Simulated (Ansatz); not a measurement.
**Structures of BiH: which is lowest?**

Plane-wave DFT in Ansatz with scalar-relativistic PAW potentials, cutoff 420 eV, Γ-centred meshes chosen by cell and gap, Gaussian smearing with energies taken to zero width. Every cell was relaxed (cell and atoms) in a run of its own, within the symmetry of its start. Functional: PBE.

Relaxed structures (starts from databases or built by putting these elements on another compound's sites):
A. I4/mmm, 2 atoms in the computed cell, a = 4.078 Å, c = 4.372 Å; sites (symmetry × multiplicity) Bi 4/mmm × 2, H 4/mmm × 2; start: built
B. Fm-3m, 2 atoms in the computed cell, a = 5.142 Å; sites (symmetry × multiplicity) Bi m-3m × 4, H m-3m × 4; start: built
C. Pmma, 4 atoms in the computed cell, a = 4.580 Å, b = 4.214 Å, c = 4.860 Å; sites (symmetry × multiplicity) Bi mm2 × 2, H mm2 × 2; start: built

Question: Rank them by energy. Could pressure change the order?

Answer:
| structure | group | E − E(lowest) (meV/atom) | V (Å³/atom) | gap on mesh (eV) |
| --- | --- | --- | --- | --- |
| C | Pmma | 0.0 | 23.45 | 0.00 |
| A | I4/mmm | 310 | 18.17 | 0.00 |
| B | Fm-3m | 325 | 17.00 | 0.00 |

C is lowest, 310 meV/atom under A. B is denser by 6.45 Å³/atom, so pressure favours it: ΔE/ΔV, with ΔE in eV and 1 eV/Å³ = 160.2 GPa, gives about 8 GPa for equal enthalpy if both cells were rigid, a rough figure since the two compress differently. Other structures may lie lower than all of these, and vibrations aren't counted.

Spin-orbit coupling is left out, which matters for the bands of heavy elements. For Tl, Pb and Bi spin-orbit coupling shifts energies too.